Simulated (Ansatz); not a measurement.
## From the elastic tensor of CaF₂ at 8 GPa (stress–strain coefficients) to moduli and sound speeds

Level of theory: DFT PBE, scalar-relativistic, plane waves, PAW in Ansatz. Settings: 420 eV plane-wave cutoff, Γ-centred 8×8×8 mesh, fixed occupations. No spin polarisation.

It takes space group Fm-3m (No. 225, cubic). The conventional cell has a = 5.357 Å, b = 5.357 Å, c = 5.357 Å, α = 90.00°, β = 90.00°, γ = 90.00°. Around Ca (site symmetry m-3m) lie 8 F at 2.32 Å. F (site symmetry -43m) is surrounded by 4 Ca at 2.32 Å.

At this pressure the crystal is close to a known change of phase.

Relaxed-ion constants (GPa, on the Cartesian axes of the calculation):
```
195.1  70.0  70.0   0.0   0.0   0.0
 70.0 195.1  70.0   0.0   0.0   0.0
 70.0  70.0 195.1   0.0   0.0   0.0
  0.0   0.0   0.0  36.6   0.0   0.0
  0.0   0.0   0.0   0.0  36.6   0.0
  0.0   0.0   0.0   0.0   0.0  36.6
```

Density 3.374 g/cm³; 3 atoms in 38.43 Å³.

The values that follow are for a polycrystal of randomly turned grains, by Hill's mean where one number stands.

With S = C⁻¹: B_V = (C11+C22+C33+2(C12+C13+C23))/9, G_V = (C11+C22+C33−C12−C13−C23+3(C44+C55+C66))/15, 1/B_R = S11+S22+S33+2(S12+S13+S23), 15/G_R = 4(S11+S22+S33−S12−S13−S23)+3(S44+S55+S66); Hill is their mean. Then v_l = √((B+4G/3)/ρ), v_t = √(G/ρ), v_m = [(2/v_t³+1/v_l³)/3]^(−1/3) and Θ = (ħ/k_B)·v_m·(6π²n/V)^(1/3) for n atoms in the volume V; E = 9BG/(3B+G), ν = (3B−2G)/(2(3B+G)) and A^U = 5G_V/G_R + B_V/B_R − 6.

| Quantity | Value |
| --- | --- |
| Bulk modulus, Voigt / Reuss / Hill | 111.7 / 111.7 / 111.7 GPa |
| Shear modulus, Voigt / Reuss / Hill | 47.0 / 43.9 / 45.4 GPa |
| Young's modulus | 120 GPa |
| Poisson ratio | 0.321 |
| Pugh ratio B/G | 2.46 |
| Universal anisotropy index | 0.35 |
| Longitudinal and transverse sound speeds | 7145 and 3669 m/s |
| Debye temperature from the mean sound speed | 523 K |

Cost: 1 run of about 0.47 core-minutes, on AMD EPYC 7R43 (Zen 3) (shared hosts).

The cubic crystal resists stretching along its axes far better than shear on the cube planes: C44 is only 36.6 GPa, below the other shear constant, (C11 − C12)/2, so ⟨100⟩ is the stiffest direction under uniaxial load. The fluorite structure offers a reason. Fluorine sits at a site without inversion symmetry, so a C44 shear lets the two fluorine sublattices shift against each other and relieve part of the stress, whereas symmetry forbids this for the strains that set C11 and C12. This internal relaxation, together with the applied pressure, breaks the equality of C12 and C44, so their difference is no direct measure of non-central or covalent bonding.

The constants meet the cubic conditions for elastic stability under load. That doesn't conflict with a nearby transition to the cotunnite structure, which is reconstructive and first-order and needs no vanishing elastic modulus. Nor does the Pugh ratio of 2.46 establish ductility: fluorite cleaves readily on {111}, and plasticity in an ionic crystal depends on the available slip systems and dislocation mobility.
